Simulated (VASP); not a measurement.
**A VASP 6.6.1 single-point calculation on SnTe**

INCAR

```
MAGMOM = 0.5 0.5
EDIFF = 1E-7
LCHARG = .FALSE.
GGA = PE
NBANDS = 17
ISMEAR = -5
LREAL = .FALSE.
NSW = 0
LWAVE = .FALSE.
LASPH = .TRUE.
ISPIN = 2
IBRION = -1
ENCUT = 520
PREC = Accurate
NELM = 83
SIGMA = 0.5
ISIF = 2
```

KPOINTS

```
KPOINTS created by Atomic Simulation Environment
0
Gamma
8 8 8
0 0 0
```

POSCAR

```
Sn Te
 1.0000000000000000
     0.0000000000000000    3.1255437384999998    3.1959148668999999
     3.1255437384999998    0.0000000000000000    3.1959148668999999
     3.1255437384999998    3.1255437384999998    0.0000000000000000
 Sn  Te
   1   1
Cartesian
  0.0000000000000000  0.0000000000000000  0.0000000000000000
  3.1255437384999993  3.1255437384999993  3.1959148668999995
```

The recommended PBE PAW datasets give the neutral cell 20 valence electrons.

Command

```
mpirun -np 1 vasp_std
```

Predict the outcome of this run.

It converged. Results: pressure 2.4 GPa; magnetic moment of the cell 0.00 μB.

OSZICAR

```
N       E                     dE             d eps       ncg     rms          rms(c)
DAV:   1     0.124812916105E+03    0.12481E+03   -0.92181E+03  4078   0.131E+03
DAV:   2     0.403797537912E+01   -0.12077E+03   -0.11782E+03  4281   0.333E+02
DAV:   3    -0.717734875948E+01   -0.11215E+02   -0.11151E+02  4957   0.891E+01
DAV:   4    -0.749650594689E+01   -0.31916E+00   -0.31891E+00  4786   0.156E+01
DAV:   5    -0.750921927672E+01   -0.12713E-01   -0.12713E-01  5908   0.301E+00    0.556E+00
DAV:   6    -0.752660626064E+01   -0.17387E-01   -0.13875E-01  5253   0.240E+00    0.317E+00
DAV:   7    -0.752916114128E+01   -0.25549E-02   -0.35346E-02  4707   0.124E+00    0.181E+00
DAV:   8    -0.753071424147E+01   -0.15531E-02   -0.60579E-03  4745   0.560E-01    0.686E-01
DAV:   9    -0.753084022990E+01   -0.12599E-03   -0.70276E-04  4765   0.202E-01    0.206E-01
DAV:  10    -0.753095061642E+01   -0.11039E-03   -0.39194E-04  5074   0.132E-01    0.480E-02
DAV:  11    -0.753098690423E+01   -0.36288E-04   -0.47241E-05  4946   0.509E-02    0.241E-02
DAV:  12    -0.753099738201E+01   -0.10478E-04   -0.96621E-06  4828   0.214E-02    0.130E-02
DAV:  13    -0.753100084321E+01   -0.34612E-05   -0.44327E-06  4594   0.132E-02    0.508E-03
DAV:  14    -0.753100051542E+01    0.32779E-06   -0.53417E-07  5185   0.730E-03    0.178E-03
DAV:  15    -0.753100052938E+01   -0.13967E-07   -0.49954E-08  3277   0.197E-03
   1 F= -.75310005E+01 E0= -.75310005E+01  d E =0.000000E+00  mag=     0.0000
```

Standard output (part)

```
POSCAR found type information on POSCAR SnTe
 POSCAR found :  2 types and       2 ions
 LDA part: xc-table for (Slater+PW92), standard interpolation
 POSCAR, INCAR and KPOINTS ok, starting setup
 WAVECAR not read
 entering main loop
```

For comparison, a separate PBE run of the intended cell, on usual settings and not on those above, gives a gap of 0.13 eV on its mesh and a pressure of 2.4 GPa.
